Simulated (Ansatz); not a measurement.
# InSe

Computed with Ansatz (plane waves, PAW, 420 eV cutoff): PBE, scalar-relativistic, no spin polarisation, Γ-centred 10×10×10 mesh, 0.05 eV Gaussian smearing; PAW files: Ansatz's generated set soft_2.

```cif
data_structure
_symmetry_space_group_name_H-M 'R3m:H'
_symmetry_Int_Tables_number 160
_cell_length_a 4.0887
_cell_length_b 4.0887
_cell_length_c 27.6526
_cell_angle_alpha 90.000
_cell_angle_beta 90.000
_cell_angle_gamma 120.000
_cell_volume 400.35
loop_
_atom_site_label
_atom_site_type_symbol
_atom_site_symmetry_multiplicity
_atom_site_Wyckoff_symbol
_atom_site_fract_x
_atom_site_fract_y
_atom_site_fract_z
_atom_site_occupancy
In1 In 3 a 0.66667 0.33333 0.32833 1
In2 In 3 a 0.66667 0.33333 0.22615 1
Se1 Se 3 a 0.33333 0.66667 0.04099 1
Se2 Se 3 a 0.00000 0.00000 0.18015 1
```

The chain of runs began from a cell from COD that may be a prediction, expanded in volume.

The cell above was scaled in volume, and shape and atoms were relaxed at each volume within its symmetry. Energies are counted from the cell above.

Cell and atoms are those of this level's equilibrium.

```json
{"V (Å³/atom)": "32.03", "ΔE (meV/atom)": "1.1", "P (GPa)": "0.28", "gap on the mesh (eV)": "0.57"}
{"V (Å³/atom)": "32.70", "ΔE (meV/atom)": "0.3", "P (GPa)": "0.15", "gap on the mesh (eV)": "0.66"}
{"V (Å³/atom)": "33.36", "ΔE (meV/atom)": "0.0", "P (GPa)": "0.01", "gap on the mesh (eV)": "0.71"}
{"V (Å³/atom)": "34.03", "ΔE (meV/atom)": "0.0", "P (GPa)": "-0.02", "gap on the mesh (eV)": "0.82"}
{"V (Å³/atom)": "34.70", "ΔE (meV/atom)": "0.1", "P (GPa)": "-0.04", "gap on the mesh (eV)": "0.91"}
```

Problem. Can a bulk modulus be trusted from these points?

Solution. No. The energies are smooth (scatter 0.00 meV/atom), but the fit's B0′ of 29.2 is out of the usual range: the curve is too flat or too lopsided over this range, as for soft or weakly bound crystals, and a third-order form can't fix it.

The fit puts its minimum at 33.71 Å³/atom, 1.0 % over the cell above, so zero pressure fixes the volume only loosely here.

Semilocal functionals underestimate band gaps, commonly by a third or more. The structure is built of weakly bound layers, and this functional has no dispersion term, so their spacing and all that hangs on it (volume, the soft elastic constants, low modes, dielectric constants) are poorly given.
